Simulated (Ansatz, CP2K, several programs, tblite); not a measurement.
Energy against volume for KCl (zincblende), at fixed shape and fractional coordinates, computed by several methods (PBE and r2SCAN, where shown, with plane waves in Ansatz); the cell shown is that of r2SCAN. It is cubic, F-43m (No. 216); conventional cell a = 7.015 Å, 43.14 Å³ an atom. K has 4 Cl at 3.04 Å; Cl has 4 K at 3.04 Å. Computed, not measured; no magnetism was allowed, and whether the structure is a known phase isn't checked. Energies count from each curve's lowest point; fits are third-order Birch-Murnaghan.

Space group F-43m (No. 216). a = 7.015 Å, b = 7.015 Å, c = 7.015 Å, α = 90.00°, β = 90.00°, γ = 90.00°

| atom | site | symmetry | x | y | z |
| --- | --- | --- | --- | --- | --- |
| K | 4a | -43m | 0.0000 | 0.0000 | 0.0000 |
| Cl | 4d | -43m | 0.2500 | 0.2500 | 0.7500 |

light PBE (260 eV and a coarse mesh), on the shape of the cell shown:
```
V (Å³/atom)  E (meV/atom)
     39.692         28.99
     41.417         11.06
     43.143          0.00
     44.869          0.37
     46.595          3.50
     48.320          8.39
```
The points scatter about the fit by more than 0.3 meV an atom, since at so low a cutoff the number of plane waves jumps with the volume, so no fit is quoted.

PBE/DZVP (CP2K), on the shape of the cell shown:

| V (Å³/atom) | E (meV/atom) |
| --- | --- |
| 37.966 | 46.43 |
| 40.555 | 14.50 |
| 43.143 | 0.72 |
| 45.732 | 0.00 |
| 48.320 | 8.73 |

V₀ = 44.57 Å³ an atom and B₀ = 12 GPa.

GFN2-xTB (tblite), on the shape of the cell shown, as a cluster of 64 atoms at the zone centre:
```
V (Å³/atom)  E (meV/atom)
     37.966         41.45
     40.555         29.88
     43.143          0.00
     45.732          3.15
     48.320         10.66
```
The points scatter about the fit by more than 0.3 meV an atom, so no fit is quoted.

Task: PBE, on the shape of its own relaxed cell, gives
```csv
V (Å³/atom),E (meV/atom)
41.479,6.45
42.802,1.58
44.126,0.00
45.450,1.19
46.774,4.73
```
What equilibrium volume and bulk modulus follow?

Result: V₀ = 44.18 Å³ an atom and B₀ = 11 GPa.

Task: PBE/SZV (CP2K), on the shape of the cell shown, gives
```tsv
V (Å³/atom)	E (meV/atom)
37.966	60.91
40.555	20.33
43.143	2.19
45.732	0.00
48.320	9.17
```
What equilibrium volume and bulk modulus follow?

Result: V₀ = 44.84 Å³ an atom and B₀ = 14 GPa.
